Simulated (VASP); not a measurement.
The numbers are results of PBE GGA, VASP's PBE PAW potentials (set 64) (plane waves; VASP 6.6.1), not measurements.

The input files of a VASP run:

KPOINTS:
```
Automatic mesh
0
Gamma
7 7 7
0 0 0
```

**INCAR**
```
# general
SYSTEM  = BaF2
PREC    = Accurate
ENCUT   = 520
LREAL   = .FALSE.
LASPH   = .TRUE.

# electronic loop
EDIFF   = 1E-6
NELM    = 100
ALGO    = Normal
LMAXMIX = 4

# smearing
ISMEAR  = 0
SIGMA   = 0.05

# functional
GGA     = PE

# ions
IBRION  = 2
NSW     = 60
ISIF    = 3
EDIFFG  = -0.01

# output
LWAVE   = .FALSE.
LCHARG  = .FALSE.
```

File POSCAR:
```
BaF2
1
   -0.0000000000     3.1397935009     3.1397935009
    3.1397935009     0.0000000000     3.1397935009
    3.1397935009     3.1397935009     0.0000000000
Ba F
1 2
Direct
  0.0000000000   0.0000000000   0.0000000000
  0.2500000000   0.2500000000   0.2500000000
  0.7500000000   0.7500000000   0.7500000000
```

POTCAR, in this order: Ba_sv F (PBE.64 set). Program: vasp_std.

Output

**OSZICAR**
```
       N       E                     dE             d eps       ncg     rms          rms(c)
DAV:   1     0.162479145384E+03    0.16248E+03   -0.13089E+04   640   0.138E+03
DAV:   2    -0.121791257951E+02   -0.17466E+03   -0.17106E+03   832   0.294E+02
DAV:   3    -0.187901056152E+02   -0.66110E+01   -0.66036E+01   808   0.667E+01
DAV:   4    -0.189141628529E+02   -0.12406E+00   -0.12404E+00   928   0.774E+00
DAV:   5    -0.189183952961E+02   -0.42324E-02   -0.42324E-02   784   0.100E+00    0.847E+00
DAV:   6    -0.171045076167E+02    0.18139E+01   -0.10100E+01   640   0.247E+01    0.418E+00
DAV:   7    -0.170997559000E+02    0.47517E-02   -0.36566E-01   840   0.554E+00    0.210E+00
DAV:   8    -0.171175209737E+02   -0.17765E-01   -0.58582E-02   736   0.296E+00    0.282E-01
DAV:   9    -0.171263081873E+02   -0.87872E-02   -0.15488E-02   808   0.890E-01    0.150E-01
DAV:  10    -0.171289313739E+02   -0.26232E-02   -0.40497E-03   664   0.462E-01    0.447E-02
DAV:  11    -0.171289147060E+02    0.16668E-04   -0.44895E-04   864   0.166E-01    0.208E-02
DAV:  12    -0.171289338744E+02   -0.19168E-04   -0.79129E-05   640   0.669E-02    0.252E-03
DAV:  13    -0.171289343117E+02   -0.43729E-06   -0.14620E-06   776   0.954E-03
   1 F= -.17128934E+02 E0= -.17128934E+02  d E =-.171289E+02
       N       E                     dE             d eps       ncg     rms          rms(c)
DAV:   1    -0.171295715521E+02   -0.63768E-03   -0.13200E-02   640   0.104E+00    0.197E-01
DAV:   2    -0.171290085363E+02    0.56302E-03   -0.33148E-03   640   0.427E-01    0.327E-02
DAV:   3    -0.171289690890E+02    0.39447E-04   -0.10147E-04   712   0.903E-02    0.184E-02
DAV:   4    -0.171289573901E+02    0.11699E-04   -0.57606E-05   936   0.501E-02    0.574E-03
DAV:   5    -0.171289570136E+02    0.37644E-06   -0.14714E-06   568   0.103E-02
   2 F= -.17128957E+02 E0= -.17128957E+02  d E =-.227020E-04
```

**OUTCAR**
```
------------------------ aborting loop because EDIFF is reached ----------------------------------------
  FORCE on cell =-STRESS in cart. coord.  units (eV):
  Direction    XX          YY          ZZ          XY          YZ          ZX
  --------------------------------------------------------------------------------------
  Total       -0.0004722     -0.0004722     -0.0004722      0.0000000      0.0000000     -0.0000000
  in kB       -0.0122004     -0.0122004     -0.0122004      0.0000000      0.0000000     -0.0000000
  external PRESSURE =      -0.0122004 kB  Pullay stress =       0.0000000 kB
  volume of cell :       62.01
      direct lattice vectors                 reciprocal lattice vectors
    -0.000000000  3.141505175  3.141505175    -0.159159375  0.159159375  0.159159375
     3.141505175 -0.000000000  3.141505175     0.159159375 -0.159159375  0.159159375
     3.141505175  3.141505175 -0.000000000     0.159159375  0.159159375 -0.159159375
 POSITION                                       TOTAL-FORCE (eV/Angst)
 -----------------------------------------------------------------------------------
      3.14151      6.28301      3.14151         0.000000      0.000000     -0.000000
      1.57075      1.57075      1.57075         0.000000      0.000000      0.000000
      4.71226      4.71226      4.71226        -0.000000     -0.000000     -0.000000
 -----------------------------------------------------------------------------------
    total drift:                                0.000000      0.000000      0.000000
  FREE ENERGIE OF THE ION-ELECTRON SYSTEM (eV)
  ---------------------------------------------------
  free  energy   TOTEN  =       -17.1289570136 eV

  energy  without entropy=      -17.1289570136  energy(sigma->0) =      -17.12895701

 reached required accuracy - stopping structural energy minimisation
```
(Selected blocks of OUTCAR.)

File CONTCAR:
```
BaF2
   1.00000000000000
    -0.0000000000000000    3.1415051749038208    3.1415051749038208
     3.1415051749038208   -0.0000000000000000    3.1415051749038208
     3.1415051749038208    3.1415051749038208   -0.0000000000000000
  Ba              F
     1     2
Direct
     1.0000000000000000    0.0000000000000000    1.0000000000000000
     0.2500000000000000    0.2500000000000000    0.2500000000000000
     0.7500000000000000    0.7500000000000000    0.7500000000000000
```

OUTCAR:
```
 val. band max:       -2.2435274957   @ k =  -0.1429   0.1429   0.0000

 cond. band min:       4.3606512540   @ k =   0.0000   0.0000   0.0000


 Fermi energy:        -1.9087886016

 k-point     1 :       0.0000    0.0000    0.0000
  band No.  band energies     occupation
      1     -25.4402      2.00000
      2     -21.0998      2.00000
      3     -21.0980      2.00000
      4     -10.3269      2.00000
      5     -10.3269      2.00000
      6     -10.3269      2.00000
      7      -3.6042      2.00000
      8      -3.6042      2.00000
      9      -3.6042      2.00000
     10      -2.2859      2.00000
     11      -2.2859      2.00000
     12      -2.2859      2.00000
     13       4.3607      0.00000
     14       6.8021      0.00000
     15       6.8021      0.00000
     16       8.8431      0.00000

 k-point     2 :       0.1429    0.0000    0.0000
  band No.  band energies     occupation
      1     -25.4103      2.00000
      2     -21.1364      2.00000
      3     -21.1158      2.00000
      4     -10.3576      2.00000
      5     -10.3530      2.00000
      6     -10.3530      2.00000
      7      -3.5258      2.00000
      8      -3.5258      2.00000
      9      -3.4141      2.00000
     10      -2.4189      2.00000
     11      -2.3146      2.00000
     12      -2.3146      2.00000
     13       4.7983      0.00000
     14       6.7886      0.00000
     15       6.7886      0.00000
     16       8.6142      0.00000

 k-point     3 :       0.2857    0.0000    0.0000
  band No.  band energies     occupation
      1     -25.3408      2.00000
      2     -21.2266      2.00000
      3     -21.1494      2.00000
      4     -10.4193      2.00000
      5     -10.4101      2.00000
      6     -10.4101      2.00000
      7      -3.3578      2.00000
      8      -3.3578      2.00000
      9      -2.9822      2.00000
     10      -2.6652      2.00000
     11      -2.3675      2.00000
     12      -2.3675      2.00000
     13       5.7342      0.00000
...
```

Unless said otherwise, spin-orbit coupling is left out, though it shifts the bands of the heavy elements here.

The compound is BaF2 in the fluorite structure. This run relaxes it. Symmetry was kept, so distortions that lower it aren't found. The start is the result of an earlier pass.
